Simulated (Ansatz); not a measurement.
BeO (wurtzite)

```xyz
4
Lattice="2.6905 0.0000 0.0000 -1.3452 2.3300 0.0000 0.0000 0.0000 4.3699" Properties=species:S:1:pos:R:3 pbc="T T T"
Be     1.3452     0.7767     0.0063
Be     0.0000     1.5534     2.1913
O      1.3452     0.7767     2.7257
O      0.0000     1.5534     0.5408
```

In this cell atom 3 (O, nearest neighbour Be at 1.643 Å; its periodic images, 2.7 Å or more away, move with it) is moved by u·(1.000, 0.000, 0.000) + v·(0.000, 1.000, 0.000); the rest is frozen.

Computed with r2SCAN (plane waves to 500 eV, PAW, scalar-relativistic; Ansatz, an electronic-structure program). k mesh 11×11×6 (Γ-centred), Fermi-Dirac smearing 0.05 eV. The energy includes the smearing's −TS. Points where atoms come too close for the PAW data are left out (x in tables, blank in figures). BeO was relaxed with its symmetry unable to fall. The zero of ΔE is the undisplaced structure. Axes are in Å.

Problem. Predict the ΔE (meV/cell) at all points of the grid u = -0.410, -0.205, 0.000, 0.205, 0.410 by v = -0.410, -0.205, 0.000, 0.205, 0.410.

Solution. ΔE (meV/cell), with u across and v down:

```
v \ u   -0.410  -0.205  0.000  0.205  0.410
------  ------  ------  -----  -----  -----
-0.410    1473    1727   1855   1727   1473
-0.205     777     435    344    435    777
0.000     1220     276      0    276   1220
0.205     2492     714    210    714   2492
0.410        x    1416    652   1416      x
```

(A displaced cell: forces are minus the slopes of the energy, force constants its curvatures, and phonons follow from these.)
